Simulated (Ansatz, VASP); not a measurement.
**Two plane-wave programs on Al**

```
Al
1.0
     0.00000    1.99928    1.99928
     1.99928    0.00000    1.99928
     1.99928    1.99928    0.00000
Al
1
Direct
  0.00000 0.00000 0.00000
```

Alike in both runs: task single point; functional BLYP; k mesh 22 × 22 × 22; occupations fermi-dirac, width 0.1 eV; no spin polarisation.

|  | VASP | Ansatz |
| --- | --- | --- |
| version | VASP 6.6.1 | Ansatz 0.2.0 |
| potentials or method | VASP PAW PBE potentials, release 64 (Al) | plane waves (420 eV) with PAW, scalar-relativistic |
| plane-wave cutoff (eV) | 520 | 420 |
| valence electrons in the cell | 3 | 3 |

VASP gave:

```
pressure (GPa) : 6.1
```

Q: What did Ansatz give for the same quantities?

A: Pressure (GPa): 6.0.

Caveats: the PAW data sets were made with another functional, which shifts forces and pressure a little (VASP).
